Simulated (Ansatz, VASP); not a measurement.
# BaS: VASP beside Ansatz

INCAR

```
SYSTEM = BaS
  PREC = Accurate
  ENCUT = 520
  EDIFF = 1E-7
  ISMEAR = -1
  SIGMA = 0.05
  LREAL = .FALSE.
  LASPH = .TRUE.
  NELM = 60
  ALGO = Normal
  ISIF = 2
  LWAVE = .FALSE.
  LCHARG = .FALSE.
  GGA = PE
  NBANDS = 15
```

KPOINTS

```
Automatic mesh
0
G
  7 7 7
  0 0 0
```

POSCAR

```
BaS
1.0
    0.0000000000      3.2357778460      3.2357778460
    3.2357778460      0.0000000000      3.2357778460
    3.2357778460      3.2357778460      0.0000000000
Ba S
1 1
Direct
    0.0000000000      0.0000000000      0.0000000000
    0.5000000000      0.5000000000      0.5000000000
```

Contents of input.yaml:

```yaml
crystal:
  lattice:
    - [0.0, 3.235777846, 3.235777846]
    - [3.235777846, 0.0, 3.235777846]
    - [3.235777846, 3.235777846, 0.0]
  atoms:
    - { symbol: Ba, position: [0.0, 0.0, 0.0] }
    - { symbol: S, position: [0.5, 0.5, 0.5] }
hamiltonian:
  xc: pbe
  pseudopotentials: { kind: paw }
kpoints:
  mp_grid: { grid: [7, 7, 7] }
scf:
  occupations: { method: fermi_dirac, width: 0.05 }
output:
  forces: true
  stress: true
  eigenvalues: true
```

Change from the starting cell: volume scaled by 1.04.

Alike in both runs: task single point; functional PBE; k mesh 7 × 7 × 7; occupations fermi-dirac, width 0.05 eV; no spin polarisation.

|  | VASP | Ansatz |
| --- | --- | --- |
| version | VASP 6.6.1 | Ansatz 0.2.0 |
| potentials or method | VASP PAW PBE potentials, release 64 (Ba_sv, S) | Ansatz PAW |
| plane-wave cutoff (eV) | 520 | 420 |
| valence electrons in the cell | 16 | 16 |

|  | VASP | Ansatz | Ansatz less VASP |
| --- | --- | --- | --- |
| gap on the k mesh at the Fermi level (eV) | 2.23 | 2.32 | +0.089 |
| least direct gap on the mesh (eV) | 2.39 | 2.45 | +0.060 |
| pressure (GPa) | -0.3 | -0.8 | -0.51 |

Caveats: spin-orbit coupling is left out, which moves the levels of the heavy elements; an odd mesh through Γ misses points on the zone boundary, where band edges often lie (VASP); odd divisions of the mesh miss points on the zone boundary, where band edges often lie, so the gap on the mesh can be too wide (Ansatz).
